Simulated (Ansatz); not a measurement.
Crystal: Cu3Au (Auricupride).

```
CELL_PARAMETERS angstrom
3.74000 0.00000 0.00000
0.00000 3.74000 0.00000
0.00000 0.00000 3.74000
ATOMIC_POSITIONS crystal
Au 0.00000 0.00000 0.00000
Cu 0.50000 0.50000 0.00000
Cu 0.50000 0.00000 0.50000
Cu 0.00000 0.50000 0.50000
```

| Item | Value |
| --- | --- |
| Program | Ansatz 0.2.0 |
| Task | relaxation of cell and atoms |
| Functional | BLYP |
| Potentials or basis | Ansatz PAW |
| Cutoff | 420 eV (not typed: the program's choice for these potentials) |
| k mesh | 7 × 7 × 7 |
| Occupations | fermi-dirac, width 0.05 eV |
| Spin | no spin polarisation |

At the start: volume 13.08 Å³/atom.

**Question.** How do energy, volume and symmetry change on relaxing?

**Answer.** It ends after 7 steps and the volume is 14.41 Å³/atom (+10.2 %); space group Pm-3m (No. 221, to 0.05 Å).

The path:
```
step  energy change (eV)  largest force (eV/Å)  volume (Å³)
   1              0.0000                0.0000        52.31
   2             -0.2033                0.0000        56.53
   3             -0.2102                0.0000        57.41
   4             -0.2104                0.0000        57.61
   5             -0.2132                0.0000        57.61
   6             -0.2132                0.0000        57.65
   7             -0.2132                0.0000        57.65
```

Final structure:
```
Au Cu
1.0
     3.86306    0.00000    0.00000
     0.00000    3.86306    0.00000
     0.00000    0.00000    3.86306
Au Cu
1 3
Direct
  0.00000 0.00000 0.00000
  0.50000 0.50000 0.00000
  0.50000 0.00000 0.50000
  0.00000 0.50000 0.50000
```

Caveat: the plane-wave basis is chosen anew once the cell has moved, so the energies of steps on either side of that aren't comparable; the volume moved by +10 % from the deposited cell, more than functionals usually miss; the PAW data sets come from PBE, with cores solved anew for the run's functional, which leaves a small shift of forces and pressure.
